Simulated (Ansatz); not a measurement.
# HfO2: the cost of one run

Method: DFT r2SCAN, scalar-relativistic, plane waves, PAW, in Ansatz 0.2.0.

1 further run of the same task is left out (set aside as unsound or not needed). Runs told in other sessions of the task aren't counted.

### Step 1. The structure to begin with

The structure is tetragonal, space group P4_2/nmc (No. 137). The conventional cell has a = 3.577 Å, b = 3.577 Å, c = 5.203 Å, α = 90.00°, β = 90.00°, γ = 90.00°. Hf (site symmetry -4m2) has 4 O at 2.06 Å in its first shell of neighbours. O (site symmetry 2mm) has 2 Hf at 2.06 Å in its first shell of neighbours.

Structure file:

```cif
data_structure
_symmetry_space_group_name_H-M 'P4_2/nmc:1'
_symmetry_Int_Tables_number 137
_cell_length_a 3.5768
_cell_length_b 3.5768
_cell_length_c 5.2027
_cell_angle_alpha 90.000
_cell_angle_beta 90.000
_cell_angle_gamma 90.000
_cell_volume 66.56
loop_
_atom_site_label
_atom_site_type_symbol
_atom_site_symmetry_multiplicity
_atom_site_Wyckoff_symbol
_atom_site_fract_x
_atom_site_fract_y
_atom_site_fract_z
_atom_site_occupancy
Hf1 Hf 2 a 0.50000 0.50000 0.50000 1
O1 O 4 d 0.00000 0.50000 0.69616 1
```

It goes back to an entry of the Materials Project, which need not be the stable form.

It is the result of an earlier relaxation at this level (volume 11.09 Å³/atom; gap on the mesh: 5.26 eV).

### Step 2. Zero of energy

Reference values: F = -33752.5803 eV; pressure -0.01 GPa; largest force 0.000 eV/Å; gap on the mesh 5.26 eV. It was computed beforehand with the settings of the runs below.

### Step 3. The scan: freezing in a mode

Mode 17 of the phonon run on this cell, counted from the lowest, is frozen in: each atom moves by x times its row below, so x is the largest displacement.

```
atom     ux      uy     uz
 Hf1  0.000  -0.031  0.000
 Hf2  0.000   0.031  0.000
  O3  0.000   0.038  0.000
  O4  0.000  -0.038  0.000
  O5  0.000   1.000  0.000
  O6  0.000  -1.000  0.000
```

### Step 4. Point x = -0.120 Å

The input, input.yaml:

```yaml
crystal:
  lattice:
    - [3.5768243315, 0.0, 0.0]
    - [0.0, 3.5768243315, 0.0]
    - [0.0, 0.0, 5.2026739475]
  atoms:
    - { symbol: Hf, position: [0.5, 0.5010411711, 0.5] }
    - { symbol: Hf, position: [0.0, -0.0010411711, 0.0] }
    - { symbol: O, position: [0.0, 0.4987405127, 0.6961635355] }
    - { symbol: O, position: [0.5, 0.0012594873, 0.8038364645] }
    - { symbol: O, position: [0.5, -0.0335493133, 0.3038364645] }
    - { symbol: O, position: [0.0, 0.5335493133, 0.1961635355] }
basis:
  ecutwfc: 500
kpoints:
  mp_grid: { grid: [6, 6, 6] }
hamiltonian:
  xc: r2scan
scf:
  occupations: { method: gaussian, width: 0.05 }
output:
  forces: true
  stress: true
  eigenvalues: true
  write_density: true
  write_potential: true
  elf: true
  volumetric_format: npy
```

Command:

```
> ansatz run input.yaml --threads 2 --pin off --max-ram 5120MiB --backend cpu --events-out ev --progress --plain --runs-dir out
```

**Question.** How long does this run take on 2 threads of Intel Xeon Platinum 8375C at 2.90GHz (Ice Lake), shared host, and how much memory does it need?

About 14 s, with a peak of 0.7 GiB.
